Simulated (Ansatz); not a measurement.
**BaS: relaxed-ion elastic tensor**

Method: DFT PBEsol, scalar-relativistic, plane waves, PAW in Ansatz 0.2.0. Cutoff 420 eV, 6×6×6 k-points (Γ-centred), fixed occupations. No spin polarisation.

The cell is fixed (symmetry leaves no force on the atoms) and stands under 0.0 GPa:
```
CELL_PARAMETERS angstrom
0.00000 3.46850 3.46850
3.46850 0.00000 3.46850
3.46850 3.46850 0.00000
ATOMIC_POSITIONS crystal
Ba 0.00000 0.00000 0.00000
S 0.25000 0.25000 0.25000
```

The cell is the ideal cubic zincblende prototype; this isn't the usual structure of the compound.

**Question.** Give the relaxed-ion elastic constants (GPa, Voigt order xx yy zz yz xz xy, on the axes of the cell above).

**Answer.**
```
31.7 29.0 29.0  0.0  0.0  0.0
29.0 31.7 29.0  0.0  0.0  0.0
29.0 29.0 31.7  0.0  0.0  0.0
 0.0  0.0  0.0  7.1  0.0  0.0
 0.0  0.0  0.0  0.0  7.1  0.0
 0.0  0.0  0.0  0.0  0.0  7.1
```

**Question.** Is the crystal stable against homogeneous strain?

**Answer.** Yes: the least eigenvalue of the tensor is 2.7 GPa.

**Question.** And the moduli of a polycrystal (Hill averages)?

**Answer.** B = 30 GPa, G = 4 GPa, E = 11 GPa, ν = 0.44.

Cost: 1 run of about 2.1 core-minutes, on Arm Neoverse N1 (shared hosts).